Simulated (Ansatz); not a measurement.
**W under changes of volume**

One of the cells (15.848 Å³/atom); the others are scaled copies at fixed shape and fractional positions:

```
W
1.0
    -1.58234    1.58234    1.58234
     1.58234   -1.58234    1.58234
     1.58234    1.58234   -1.58234
W
1
Direct
  0.00000 0.00000 0.00000
```

| Quantity | Value |
| --- | --- |
| Program | Ansatz 0.2.0 |
| Functional | r2SCAN |
| Potentials or basis | Ansatz PAW |
| Cutoff | 500 eV (not typed: the program's choice for these potentials) |
| k mesh | 12 × 12 × 12 |
| Occupations | fermi-dirac, width 0.05 eV |
| Spin | no spin polarisation |

```csv
volume (Å³/atom),energy over the lowest point (meV/atom),pressure (GPa)
14.897,?,?
15.214,33.98,15.8
15.531,9.95,8.4
15.848,0.00,1.5
16.165,3.00,-4.7
16.482,17.81,-10.3
16.798,43.32,-15.4
```

**Question.** What does the run at 14.897 Å³/atom give?

**Answer.** Energy over the lowest point 73.30 meV/atom; pressure 24.0 GPa.

Worked out: A Birch-Murnaghan fit of order 3 (a polynomial in V^(-2/3)) to the other rows has its minimum at 15.93 Å³/atom with B0 = V·E''(V) = 320 GPa and B' = 3.5. It gives 73.47 meV/atom at 14.897 Å³/atom, against the run's 73.30, and -dE/dV = 24.1 GPa, against 24.0.

Energies are extrapolated to zero smearing.

Caveats: the PAW data sets come from PBE, with cores solved anew for the run's functional, which leaves a small shift of forces and pressure.
